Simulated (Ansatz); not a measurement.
PbS under changes of volume

One of the cells (27.435 Å³/atom); the others are scaled copies at fixed shape and fractional positions:

```xyz
2
Lattice="4.0897 0.0000 0.0000 -2.0448 3.5418 0.0000 0.0000 0.0000 3.7882" Properties=species:S:1:pos:R:3 pbc="T T T"
Pb    0.0000    0.0000    0.0000
S     2.0448    1.1806    1.8941
```

Measurements of this composition are mostly on another form, of space group No. 225.

```yaml
Program: Ansatz 0.2.0
Functional: PBE0
Potentials_or_basis: Ansatz PAW
Cutoff: "420 eV (not typed: the program's choice for these potentials)"
k_mesh: 4 × 4 × 4
Occupations: fermi-dirac, width 0.05 eV
Spin: no spin polarisation
```

| volume (Å³/atom) | energy over the lowest point (meV/atom) | pressure (GPa) | gap on the mesh (eV) |
| --- | --- | --- | --- |
| 25.789 | 8.49 | 2.6 | 0.91 |
| 26.338 | ? | ? | ? |
| 26.887 | 0.00 | 0.0 | 1.15 |
| 27.435 | 1.92 | -1.1 | 1.26 |
| 27.984 | 7.39 | -2.1 | 1.36 |
| 28.533 | 16.05 | -3.0 | 1.45 |
| 29.082 | 27.58 | -3.8 | 1.54 |

What does the run at 26.338 Å³/atom give?

Energy over the lowest point 2.03 meV/atom; pressure 1.2 GPa; gap on the mesh 1.03 eV.

Worked out: A Birch-Murnaghan fit of order 3 (a polynomial in V^(-2/3)) to the other rows has its minimum at 26.88 Å³/atom with B0 = V·E''(V) = 57 GPa and B' = 4.3 at fixed shape and positions, which overstates the stiffness. It gives 2.04 meV/atom at 26.338 Å³/atom, against the run's 2.03, and -dE/dV = 1.2 GPa, against 1.2. A parabola through the other rows of the gap, of slope 5.77 eV per unit of ln V there, gives 1.03 eV, against the run's 1.03.

Energies are extrapolated to zero smearing.

Caveats: all runs use coarse meshes; spin-orbit coupling is left out, which as a rule narrows the gap of such compounds by several tenths of an eV; the PAW data sets come from PBE, with cores solved anew for the run's functional, which leaves a small shift of forces and pressure; the thresholds are loose for stress.

A mesh can miss the band edges.
